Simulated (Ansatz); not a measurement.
## Strain response of RbBr

These are results of DFT r2SCAN, scalar-relativistic, plane waves, PAW (Ansatz 0.2.0), not measurements. (500 eV cutoff, 6×6×6 k-mesh, Gaussian smearing of 0.02 eV, no spin polarisation)

Reference structure (relaxed):

```xyz
2
Lattice="4.1261 0.0000 0.0000 0.0000 4.1261 0.0000 0.0000 0.0000 4.1261" Properties=species:S:1:pos:R:3 pbc="T T T"
Rb    0.0000    0.0000    0.0000
Br    2.0630    2.0630    2.0630
```

Deformation: uniaxial strain along a, with the lengths of b and c and the atoms relaxed and the angles held, all within the symmetry that the strain leaves. Energies are extrapolated to zero smearing. Gaps are generalised Kohn–Sham gaps over the whole zone.

| strain (%) | ΔE (meV/atom) | a (Å) | b (Å) | c (Å) | gap (eV) |
| --- | --- | --- | --- | --- | --- |
| -4.5 | 8.6 | 3.940 | 4.160 | 4.160 | 4.72 |
| -3.0 | 3.8 | 4.002 | 4.149 | 4.149 | 4.77 |
| -1.5 | 1.0 | 4.064 | 4.142 | 4.142 | 4.80 |
| +0.0 | 0.0 | 4.126 | 4.126 | 4.126 | 4.83 |
| +1.5 | 0.8 | 4.188 | 4.119 | 4.119 | 4.76 |
| +3.0 | 3.3 | 4.250 | 4.110 | 4.110 | 4.68 |
| +4.5 | 7.3 | 4.312 | 4.102 | 4.102 | 4.60 |

**Question.** What stiffness (1/V) d²E/dε² at zero strain does a cubic fit over all points give?

**Answer.** A cubic fit gives (1/V) d²E/dε² = 36 GPa at zero strain (Young's modulus along this axis, angles held).

**Question.** How does the free axis b answer a small strain?

**Answer.** Between the innermost points its strain is -0.18 times the applied one.

**Question.** How fast does the gap move with strain on either side?

**Answer.** 23 meV per percent on the compressed side and -48 meV per percent on the stretched side; it is indirect at -1.5 %, indirect at zero and indirect at +1.5 %.

This CsCl-type form isn't the usual stable structure of the compound.